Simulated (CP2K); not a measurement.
A run of CP2K 2026.2 is set up as follows.

Contents of ag_bands.inp:

```
&GLOBAL
  PROJECT ag_bands
  RUN_TYPE ENERGY_FORCE
  PRINT_LEVEL LOW
&END GLOBAL
&FORCE_EVAL
  METHOD QS
  STRESS_TENSOR ANALYTICAL
  &DFT
    BASIS_SET_FILE_NAME BASIS_MOLOPT_UZH
    POTENTIAL_FILE_NAME POTENTIAL_UZH
    &MGRID
      CUTOFF 450
      REL_CUTOFF 60
      NGRIDS 5
    &END MGRID
    &QS
      METHOD GPW
      EPS_DEFAULT 1.0E-9
    &END QS
    &KPOINTS
      SCHEME MONKHORST-PACK 11 11 11
      GAMMA_CENTERED T
      SYMMETRY T
      SYMMETRY_BACKEND SPGLIB
    &END KPOINTS
    &SCF
      SCF_GUESS ATOMIC
      EPS_SCF 1.0E-6
      MAX_SCF 100
      ADDED_MOS 11
      CHOLESKY OFF
      EPS_EIGVAL 1.0E-7
      &DIAGONALIZATION ON
        ALGORITHM STANDARD
      &END DIAGONALIZATION
      &MIXING ON
        METHOD BROYDEN_MIXING
        ALPHA 0.4
        BETA 1.5
        NBUFFER 8
      &END MIXING
      &SMEAR ON
        METHOD FERMI_DIRAC
        ELECTRONIC_TEMPERATURE 116.05
      &END SMEAR
    &END SCF
    &XC
      &XC_FUNCTIONAL
        &GGA_X_PBE_SOL
        &END GGA_X_PBE_SOL
        &GGA_C_PBE_SOL
        &END GGA_C_PBE_SOL
      &END XC_FUNCTIONAL
    &END XC
    &PRINT
      &KPOINTS ON
      &END KPOINTS
      &MULLIKEN ON
      &END MULLIKEN
      &MO ON
        ENERGIES T
        OCCUPATION_NUMBERS T
        &EACH
          QS_SCF 0
        &END EACH
        ADD_LAST NUMERIC
      &END MO
      &BAND_STRUCTURE
        FILE_NAME bands.bs
        ADDED_MOS 2
        &KPOINT_SET
          UNITS B_VECTOR
          NPOINTS 10
          SPECIAL_POINT GAMMA 0.00000000 0.00000000 0.00000000
          SPECIAL_POINT X 0.50000000 0.00000000 0.50000000
          SPECIAL_POINT W 0.50000000 0.25000000 0.75000000
          SPECIAL_POINT K 0.37500000 0.37500000 0.75000000
          SPECIAL_POINT GAMMA 0.00000000 0.00000000 0.00000000
          SPECIAL_POINT L 0.50000000 0.50000000 0.50000000
          SPECIAL_POINT U 0.62500000 0.25000000 0.62500000
          SPECIAL_POINT W 0.50000000 0.25000000 0.75000000
          SPECIAL_POINT L 0.50000000 0.50000000 0.50000000
          SPECIAL_POINT K 0.37500000 0.37500000 0.75000000
        &END KPOINT_SET
        &KPOINT_SET
          UNITS B_VECTOR
          NPOINTS 10
          SPECIAL_POINT U 0.62500000 0.25000000 0.62500000
          SPECIAL_POINT X 0.50000000 0.00000000 0.50000000
        &END KPOINT_SET
      &END BAND_STRUCTURE
    &END PRINT
  &END DFT
  &SUBSYS
    &CELL
      A 2.8888847545 0.0000000000 0.0000000000
      B 1.4444423773 2.5018475860 0.0000000000
      C 1.4444423773 0.8339491953 2.3587645248
      PERIODIC XYZ
    &END CELL
    &COORD
      Ag  0.0000000000 0.0000000000 0.0000000000
    &END COORD
    &KIND Ag
      BASIS_SET TZVP-MOLOPT-PBE-GTH-q11
      POTENTIAL GTH-PBE-q11
    &END KIND
    &PRINT
      &ATOMIC_COORDINATES ON
      &END ATOMIC_COORDINATES
      &CELL ON
      &END CELL
    &END PRINT
  &END SUBSYS
  &PRINT
    &FORCES ON
    &END FORCES
    &STRESS_TENSOR ON
    &END STRESS_TENSOR
  &END PRINT
&END FORCE_EVAL
```

Potentials or basis: POTENTIAL_UZH Ag GTH-PBE-q11; TZVP-MOLOPT-PBE-GTH basis.

Run with:

```sh
$ OMP_NUM_THREADS=2 cp2k.psmp -i ag_bands.inp -o ag_bands.out
```

(1) What does it give for the pressure?

(2) Predict the band gap on the k mesh.

Answers

(1) -2.5 GPa.

(2) none (metal or under the smearing width).

Caveat: the potentials were made for another functional, which shifts forces and pressure; the basis of atomic orbitals isn't converged, which shifts pressures, moduli and gaps.
